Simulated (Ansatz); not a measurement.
Relaxing CdF2

All numbers below come from Ansatz, DFT PBE, scalar-relativistic, plane waves, PAW. Cutoff 420 eV, Γ-centred k mesh, Gaussian smearing, no spin polarisation in the final step.

A relaxed cell is given with its space group left out.

```yaml
crystal:
  lattice:
    - [0.00000, 2.74073, 2.74073]
    - [2.74073, 0.00000, 2.74073]
    - [2.74073, 2.74073, 0.00000]
  atoms:
    - { symbol: Cd, position: [0.00000, 0.00000, 0.00000] }
    - { symbol: F, position: [0.25000, 0.25000, 0.25000] }
    - { symbol: F, position: [0.75000, 0.75000, 0.75000] }
```

The zero of energy is the elements' standard structures at the same level (F₂ as a molecule); no fitted shifts are applied.

Q: What space group does it have?

A: Fm-3m (No. 225). Conventional cell: a = 5.481 Å. Around Cd lie 8 F at 2.37 Å; around F lie 4 Cd at 2.37 Å and 6 F at 2.74 Å.

Q: How far does it lie from the elements in energy?

A: -2.177 eV/atom.

Q: Is it a metal?

A: No, the gap on the 8×8×8 mesh is 2.92 eV.

The final run used a 8×8×8 mesh on its 3-atom cell and 0.02 eV smearing.

Cost: 3 runs of about 0.089 core-minutes in all, on Intel Xeon 6975P-C (Granite Rapids) (shared hosts).